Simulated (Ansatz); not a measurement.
Born–Oppenheimer molecular dynamics of a periodic cell of 32 atoms, C (surface graphene monolayer). It goes on from the last frame of an earlier run, with new velocities.

The calculation used DFT PBE-D3(BJ), scalar-relativistic, plane waves, PAW in Ansatz 0.2.0. Settings: cutoff 420 eV, k mesh 1x1x1, fermi-dirac smearing 0.02 eV, no spin polarisation.

* ensemble: NVE (velocity Verlet)
* time step: 1 fs
* steps asked: 220
* starting velocities drawn for: 1800 K
* seed: 375216

First frame:

```xyz
32
Lattice="9.8640 0.0000 0.0000 -4.9320 8.5425 0.0000 0.0000 0.0000 11.0000" Properties=species:S:1:pos:R:3
C -0.406 0.053 0.758
C 0.856 0.786 0.691
C -1.557 2.119 0.826
C -0.410 2.844 0.857
C -2.832 4.373 1.072
C -1.659 5.053 1.203
C -4.023 6.485 0.860
C -2.791 7.254 0.815
C 2.154 0.173 0.853
C 3.386 0.764 0.981
C 0.872 2.177 0.775
C 2.118 3.034 0.830
C -0.439 4.269 1.155
C 0.768 5.061 0.996
C -1.593 6.540 1.041
C -0.320 7.253 1.002
C 4.598 0.125 1.048
C 5.869 0.834 1.011
C 3.316 2.241 1.034
C 4.569 2.949 1.034
C 2.080 4.421 0.832
C 3.354 5.012 0.980
C 0.832 6.462 1.006
C 2.071 7.193 0.916
C 7.045 0.034 0.957
C 8.273 0.662 0.816
C 5.777 2.203 1.005
C 7.039 2.890 1.078
C 4.616 4.325 0.959
C 5.853 5.110 0.930
C 3.372 6.459 0.900
C 4.502 7.179 0.763
```

(1) What does the run give?

(2) What happens to the structure?

(3) How do temperature and energy run in time?

Answers

(1) The run went to its last step.

| Item | Value |
| --- | --- |
| steps done | 220 |
| time covered | 220 fs |
| mean temperature over the second half | 1277 K |
| spread of the potential energy over the second half | 16.7 meV per atom |
| mean potential energy of the second half above the start | 66.2 meV per atom |

The conserved energy stayed within 1.1 meV per atom of its start (net change 0.69 meV per atom), so the integration is sound. A run of 0.22 ps of so small a system gives no equilibrium averages. Limits of this set-up: coarse k mesh, slab without dipole correction.

(2) Mean squared displacements from the first frame to the last, about the centre of mass: C 0.03 Å². Another seed would give other details.

(3) 
```json
{"time (fs)": "0.0", "T (K)": "1800", "potential energy less start (eV)": "0.000", "conserved less start (meV/atom)": "0.00"}
{"time (fs)": "18.0", "T (K)": "1288", "potential energy less start (eV)": "2.076", "conserved less start (meV/atom)": "0.80"}
{"time (fs)": "36.0", "T (K)": "1186", "potential energy less start (eV)": "2.479", "conserved less start (meV/atom)": "0.63"}
{"time (fs)": "54.0", "T (K)": "1258", "potential energy less start (eV)": "2.190", "conserved less start (meV/atom)": "0.53"}
{"time (fs)": "72.0", "T (K)": "1190", "potential energy less start (eV)": "2.464", "conserved less start (meV/atom)": "0.64"}
{"time (fs)": "90.0", "T (K)": "1056", "potential energy less start (eV)": "3.009", "conserved less start (meV/atom)": "0.91"}
{"time (fs)": "108.0", "T (K)": "1470", "potential energy less start (eV)": "1.334", "conserved less start (meV/atom)": "0.37"}
{"time (fs)": "126.0", "T (K)": "1444", "potential energy less start (eV)": "1.446", "conserved less start (meV/atom)": "0.57"}
{"time (fs)": "144.0", "T (K)": "1392", "potential energy less start (eV)": "1.660", "conserved less start (meV/atom)": "0.75"}
{"time (fs)": "162.0", "T (K)": "1252", "potential energy less start (eV)": "2.213", "conserved less start (meV/atom)": "0.50"}
{"time (fs)": "180.0", "T (K)": "1418", "potential energy less start (eV)": "1.540", "conserved less start (meV/atom)": "0.27"}
{"time (fs)": "198.0", "T (K)": "1123", "potential energy less start (eV)": "2.743", "conserved less start (meV/atom)": "0.98"}
{"time (fs)": "216.0", "T (K)": "1206", "potential energy less start (eV)": "2.405", "conserved less start (meV/atom)": "0.71"}
```

The run took 20 min on 1 thread of Arm Neoverse V1 (shared host), peak memory 0.71 GiB.
